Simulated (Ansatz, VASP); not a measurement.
# Cu: VASP beside Ansatz

The input INCAR:

```
SYSTEM = Cu
PREC = Accurate ; ENCUT = 520
EDIFF = 1E-7 ; ISMEAR = -1
SIGMA = 0.06 ; LREAL = .False.
LASPH = .True. ; NELM = 60
ALGO = Normal ; ISIF = 2
LWAVE = .False. ; LCHARG = .False.
GGA = PS ; NBANDS = 12
```

Contents of KPOINTS:

```
Automatic mesh
0
Gamma
  12 12 12
  0 0 0
```

The input POSCAR:

```
Cu
1.0
    0.0000000000      1.8426200000      1.8426200000
    1.8426200000      0.0000000000      1.8426200000
    1.8426200000      1.8426200000      0.0000000000
Cu
1
Direct
    0.0000000000      0.0000000000      0.0000000000
```

Input for Ansatz:

```yaml
crystal:
  atoms:
  - position: [0.0, 0.0, 0.0]
    symbol: Cu
  lattice:
  - [0.0, 1.84262, 1.84262]
  - [1.84262, 0.0, 1.84262]
  - [1.84262, 1.84262, 0.0]
hamiltonian:
  dispersion: none
  pseudopotentials:
    kind: all_electron
    lapw: {}
    relativity: scalar
  xc: pbesol
kpoints:
  mp_grid:
    grid: [12, 12, 12]
    shift: [0, 0, 0]
magnetization: {spin_polarized: false}
output: {forces: true, stress: true}
scf:
  occupations: {method: fermi_dirac, width: 0.06}
```

Alike in both runs: task single point; functional PBEsol; k mesh 12 × 12 × 12; occupations fermi-dirac, width 0.06 eV; no spin polarisation.

```csv
,VASP,Ansatz
version,VASP 6.6.1,Ansatz 0.2 development build
potentials or method,"VASP PAW PBE potentials, release 64 (Cu)","all-electron full-potential LAPW, scalar-relativistic"
plane-wave cutoff (eV),520,see its input
```

Ansatz gave:

* pressure (GPa): -13.2

Which values does VASP return?

Pressure (GPa): -12.5.

Ansatz ran all-electron here, so the differences hold the error of VASP's frozen core and of both bases.

Caveats: the PAW data sets were made with another functional, which shifts forces and pressure a little (VASP).
